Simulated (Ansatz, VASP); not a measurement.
CaO: VASP beside Ansatz

```
CELL_PARAMETERS angstrom
0.00000 2.46287 2.46287
2.46287 0.00000 2.46287
2.46287 2.46287 0.00000
ATOMIC_POSITIONS crystal
Ca 0.00000 0.00000 0.00000
O 0.50000 0.50000 0.50000
```

Alike in both runs: task single point; functional PBE; k mesh 8 × 8 × 8; occupations gaussian, width 0.02 eV; no spin polarisation.

|  | VASP | Ansatz |
| --- | --- | --- |
| version | VASP 6.6.1 | Ansatz 0.2.0 |
| potentials or method | VASP PAW PBE potentials, release 64 (Ca_sv, O) | scalar-relativistic, plane waves, PAW |
| plane-wave cutoff (eV) | 520 | 420 |
| valence electrons in the cell | 16 | 16 |

VASP gave:

* gap on the k mesh at the Fermi level (eV): 3.64
* least direct gap on the mesh (eV): 4.03
* pressure (GPa): -5.0

Q: What did Ansatz give for the same quantities?

A: gap on the k mesh at the Fermi level (eV): 3.66; least direct gap on the mesh (eV): 4.04; pressure (GPa): -5.4.

A k mesh can miss the band edges. PBE gaps usually lie below the measured ones, often by a third to a half.
